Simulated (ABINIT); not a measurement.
BP:

```
CELL_PARAMETERS angstrom
0.00000 2.26900 2.26900
2.26900 0.00000 2.26900
2.26900 2.26900 0.00000
ATOMIC_POSITIONS crystal
P 0.75000 0.75000 0.75000
B 0.00000 0.00000 0.00000
```

Program: ABINIT 10.8.3 (patched build). Alike in all runs: no spin polarisation; cell as given; smearing fermi-dirac 0.05 eV. Hardware: 1 thread of Arm Neoverse V2, on a shared host.

Question: Order these runs on this cell by their wall time, lowest first.
A. task single point; level PBE; potentials or basis JTH PAW PBE v2.0; k mesh 6 × 6 × 6; cutoff (eV) 544; fine-grid cutoff 1088.46 eV
B. task single point; level r2SCAN; potentials or basis JTH PAW PBE v2.0; k mesh 6 × 6 × 6; cutoff (eV) 653; fine-grid cutoff 1251.72 eV
C. task band structure; level PW91; potentials or basis PseudoDojo NC SR PBE v0.4.1 standard; k mesh 10 × 10 × 10; cutoff (eV) 1034
D. task band structure; level rSCAN; potentials or basis JTH PAW PBE v2.0; k mesh 10 × 10 × 10; cutoff (eV) 653; fine-grid cutoff 1251.72 eV

Answer: A (4.2 s), B (16 s), C (43 s), D (89 s).
